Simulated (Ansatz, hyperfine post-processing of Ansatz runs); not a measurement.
# LiGdS2: isotropic lines and sites in a paramagnetic 7Li spectrum

Calculated values: DFT, PBEsol+U, plane-wave PAW, default files (PAW set soft_2), collinear spin, scalar-relativistic (Ansatz), contact and point-dipole shifts scaled to 320 K with Θ = 0 K (a pure Curie law); spin-only moments, above the ordering temperature.

```
Gd S Li
1.0
    -1.97746    3.42506    0.00000
    -7.90984    0.00000    0.00000
    -1.97746    1.14169    6.16877
Gd S Li
2 4 2
Direct
  0.00000 0.00000 0.00000
  0.00000 0.50000 0.00000
  0.24980 0.12491 0.25060
  0.24980 0.62491 0.25060
  0.75020 0.37509 0.74940
  0.75020 0.87509 0.74940
  0.50000 0.25000 0.50000
  0.50000 0.75000 0.50000
```

7Li MAS at 4.7 T (77.8 MHz), 60 kHz, 320 K; contact and dipolar shift alone, no orbital or quadrupolar part; lines under 1.5 % of the strongest are left out. NMR lines, with heights relative to the strongest:

| position (ppm) | intensity |
| --- | --- |
| -3648.0 | 2.0 |
| -2876.6 | 11 |
| -2105.1 | 63 |
| -1333.7 | 100 |
| -562.3 | 47 |
| 209.2 | 14 |
| 980.6 | 51 |
| 1752.0 | 25 |
| 2523.5 | 13 |
| 3294.9 | 3.8 |

**Question.** Which lines are isotropic ones rather than spinning sidebands, and which Li atoms give them?

Sidebands are spaced by 771 ppm (the spinning rate over the resonance of 77.8 MHz). An isotropic line need not be the tallest: it is the area-weighted centre of its own family of sidebands, and the one that stays put when the rate is changed. Isotropic shifts: -562 ppm for atom 7 and the 1 atom equivalent to it (12 Gd through links of 88° (12) and 180° (6)), reduced anisotropy 3405 ppm.

[Logs are printed without paths, hosts, clocks, repeated set-up lines and the standing remarks that a program may print on its own settings, such as how far it seeks lower states.]

[Hosts, paths, dates, database ids (printed as entryN), source tags and the programs' standing remarks are cut or masked in the printed files.]
